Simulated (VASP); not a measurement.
InP (zincblende), r²SCAN relaxation of cell and atoms: VASP's output and Ansatz's

POSCAR

```
In P
 1.0000000000000000
     0.0000000000000000    2.9791928961911691    2.9791928961911691
     2.9791928961911691    0.0000000000000000    2.9791928961911691
     2.9791928961911691    2.9791928961911691    0.0000000000000000
 In  P
   1   1
Cartesian
  0.0000000000000000  0.0000000000000000 -0.0000000000000000
  1.4895964480955846  1.4895964480955846  1.4895964480955846
```

VASP ran with the recommended PBE PAW datasets (18 valence electrons in the cell).

From OUTCAR

```
k-points           NKPTS =     16   k-points in BZ     NKDIM =     16   number of bands    NBANDS=     16

   NELECT =      18.0000    total number of electrons

   dimension x,y,z NGX =    36 NGY =   36 NGZ =   36
   dimension x,y,z NGXF=    72 NGYF=   72 NGZF=   72

  energy-cutoff  :      600.00
  volume of cell :       51.46
      direct lattice vectors                 reciprocal lattice vectors
    -0.000000000  2.952172910  2.952172910    -0.169366773  0.169366773  0.169366773
     2.952172910  0.000000000  2.952172910     0.169366773 -0.169366773  0.169366773
     2.952172910  2.952172910 -0.000000000     0.169366773  0.169366773 -0.169366773

 k-points in reciprocal lattice and weights: KPOINTS created by Atomic Simulation Env
   0.00000000  0.00000000  0.00000000       0.005
   0.16666667  0.00000000  0.00000000       0.037
   0.33333333  0.00000000  0.00000000       0.037
   0.50000000  0.00000000  0.00000000       0.019
   0.16666667  0.16666667  0.00000000       0.028
   0.33333333  0.16666667  0.00000000       0.111
   0.50000000  0.16666667  0.00000000       0.111
  -0.33333333  0.16666667  0.00000000       0.111
   ...

 E-fermi :   5.2464

 k-point     1 :       0.0000    0.0000    0.0000
  band No.  band energies     occupation
      1      -9.8439      2.00000
      2      -9.8439      2.00000
      3      -9.8439      2.00000
      4      -9.6767      2.00000
      5      -9.6767      2.00000
      6      -7.0699      2.00000
      7       4.7765      2.00000
      8       4.7765      2.00000
      9       4.7765      2.00000
     10       5.8149      0.00000
     11       9.2136      0.00000
     12       9.2136      0.00000
     13       9.2137      0.00000
     14      13.7802      0.00000
     15      14.6602      0.00000
     16      14.6602      0.00000

 k-point     2 :       0.1667    0.0000    0.0000
  band No.  band energies     occupation
      1      -9.8772      2.00000
      2      -9.8314      2.00000
      3      -9.8314      2.00000
      4      -9.6762      2.00000
      5      -9.6762      2.00000
      6      -6.7509      2.00000
      7       2.6223      2.00000
      8       4.4738      2.00000
      9       4.4739      2.00000
     10       6.8832      0.00000
     11       9.6132      0.00000
     12       9.6588      0.00000
     13       9.6588      0.00000
     14      13.8234      0.00000
     15      13.8234      0.00000
     16      14.7195      0.00000

 k-point     3 :       0.3333    0.0000    0.0000
  band No.  band energies     occupation
      1      -9.9384      2.00000
      2      -9.8106      2.00000
      3      -9.8106      2.00000
      4      -9.6703      2.00000
      5      -9.6703      2.00000
      6      -5.9351      2.00000
      7       0.1895      2.00000
      8       3.9984      2.00000
      9       3.9984      2.00000
     10       6.7420      0.00000
     11       9.9973      0.00000
     12       9.9973      0.00000
     13      11.4408      0.00000
     14      14.1179      0.00000
     15      14.3371      0.00000
     16      14.3371      0.00000

 k-point     4 :       0.5000    0.0000    0.0000
  band No.  band energies     occupation
      1      -9.9669      2.00000
      2      -9.8030      2.00000
      3      -9.8030      2.00000
      4      -9.6644      2.00000
      5      -9.6644      2.00000
      6      -5.3381      2.00000
      7      -0.9867      2.00000
      8       3.8004      2.00000
      9       3.8004      2.00000
     10       6.5807      0.00000
     11       9.9306      0.00000
     12       9.9306      0.00000
     13      12.2737      0.00000
     14      14.7546      0.00000
     15      15.9548      0.00000
     16      15.9549      0.00000

 k-point     5 :       0.1667    0.1667    0.0000
  band No.  band energies     occupation
      1      -9.9002      2.00000
      2      -9.8186      2.00000
      3      -9.8186      2.00000
      4      -9.6870      2.00000
      5      -9.6680      2.00000
      6      -6.6461      2.00000
      7       2.6645      2.00000
      8       3.9660      2.00000
      9       3.9660      2.00000
     10       7.7166      0.00000
     11       8.2304      0.00000
     12      10.4378      0.00000
     13      10.4378      0.00000
     14      12.4404      0.00000
     15      14.9274      0.00000
     16      15.7526      0.00000

 k-point     6 :       0.3333    0.1667    0.0000
  band No.  band energies     occupation
      1      -9.9484      2.00000
      2      -9.8002      2.00000
      3      -9.7951      2.00000
      4      -9.6915      2.00000
      5      -9.6607      2.00000
      6      -5.9876      2.00000
      7       0.8129      2.00000
      8       3.2912      2.00000
      9       3.4645      2.00000
     10       7.7994      0.00000
     11       8.8553      0.00000
     12      10.6837      0.00000
     13      11.1202      0.00000
     14      13.3194      0.00000
     15      15.2284      0.00000
     16      16.0269      0.00000

 ...

  Total        0.0077721      0.0077721      0.0077721      0.0000000      0.0000000     -0.0000000
  in kB        0.2419865      0.2419865      0.2419865      0.0000000      0.0000000     -0.0000000
  external PRESSURE =       0.2419865 kB  Pullay stress =       0.0000000 kB

 POSITION                                       TOTAL-FORCE (eV/Angst)
 -----------------------------------------------------------------------------------
      0.00000      0.00000      0.00000         0.000000      0.000000      0.000000
      1.47609      1.47609      1.47609        -0.000000     -0.000000     -0.000000
 -----------------------------------------------------------------------------------
    total drift:                               -0.000003     -0.000003     -0.000003

  FREE ENERGIE OF THE ION-ELECTRON SYSTEM (eV)
  ---------------------------------------------------
  free  energy   TOTEN  =       -32.2896701801 eV

  energy  without entropy=      -32.2896701800  energy(sigma->0) =      -32.28967018
```

The two codes use different PAW datasets and cutoffs. VASP's cell holds 18 valence electrons and Ansatz's 18.

Question: What does Ansatz give for the same cell and level of theory?

Answer: relaxed cell vector lengths 4.177, 4.177, 4.177 Å; relaxed cell volume 51.54 Å³.

Ansatz printed

```
basis re-selected at this cell: Δ(F+E_penalty+E_count) = +1.119e-4 eV, ΔP = -0.001 GPa vs the last step (what re-selecting the basis moved, of the pressure what is left beyond the Pulay correction that the steps carried, after the strain that the cell walked since its last selection, with what the two solves' SCF thresholds leave and, on support functions, any second-order correction that the steps lacked; it is no measure of the basis error at this ecutwfc). This SCF's stress stands 2.61e-2 GPa from its target on what of the cell is left free (relax.cell.stress_tol is 5.00e-2 GPa) and its largest allowed force component is 8.56e-17 eV/Å (relax.f_tol is 5.00e-3 eV/Å): within both
SCF converged after 5 iterations
Free energy (F): -6371.729055 eV
Harris-Foulkes:  -6371.729055 eV  (|F-HF|=8.19e-12)
Internal energy: -6371.729055 eV  (E = F + TS)
E sigma→0 (E₀):  -6371.729055 eV
Fermi energy:    7.047192 eV
--- Per-component energies (eV) ---
  E_band       = -66.032306
  E_kinetic    = 312.697552
  E_local      = -1414.037938  (includes V_loc(G=0)·N_el)
  E_nonlocal   = 401.516448
  E_hartree    = 558.470056
  E_xc         = -258.751859
  E_vxc        = -170.888752  (∫ρ·V_xc dr)
  E_paw        = -4761.413796  (= ΣΔE_a)
  E_vpaw       = -322.467660  (= ΣTr[D̂ρ^β])
  E_aug_tail   = 0.000008  (compensation charges beyond the density's cutoff)
  E_vtau       = 10.207983  (kinetic-family band-sum trace: ∫τ·v_τ [+ j·A + Jᵃ·Aᵃ] dr)
  E_ewald      = -1211.084229
  E_core_change = 0.874704  (= ΣΔE_core)
  E_smearing   = -0.000000  (= −TS)
  E_closure    = -0.000000  (closes the sum)
  Σ components = -6371.729055   (vs F -6371.729055, Δ=0.00e0)
--- Forces (eV/Å), atoms counted from 1 ---
  atom   1  In    -0.00000000    -0.00000000    -0.00000000
  atom   2  P     -0.00000000     0.00000000     0.00000000
  max |Σ_I F_I| component: 8.79e-17 eV/Å
--- Stress (GPa, compression-positive) ---
       -0.026068       0.000000      -0.000000
        0.000000      -0.026068       0.000000
       -0.000000       0.000000      -0.026068
  P = ⅓ Tr σ = -0.0261 GPa (-0.261 kbar)
--- Relaxed structure (3 steps of the walk, 3 accepted, 1 SCFs on fresh bases) ---
  F+E_penalty+E_count = -6371.72905518 eV   max|allowed force component| = 8.558e-17 eV/Å   (the final SCF, on the basis selected at the relaxed cell)
  cell:  # Å, volume = 51.5428 Å³
    - [5.09537203289561e-35, 2.9537876444616966, 2.9537876444616966]
    - [2.9537876444616966, 9.273577099869973e-33, 2.9537876444616966]
    - [2.9537876444616966, 2.9537876444616966, 8.127118392468466e-33]
  atoms:
    - { symbol: In, position: [-1.777765835109371e-33, 1.6376994359795418e-33, 1.8100888502931775e-33] }
    - { symbol: P, position: [0.24999999999999997, 0.24999999999999997, 0.24999999999999997] }
```
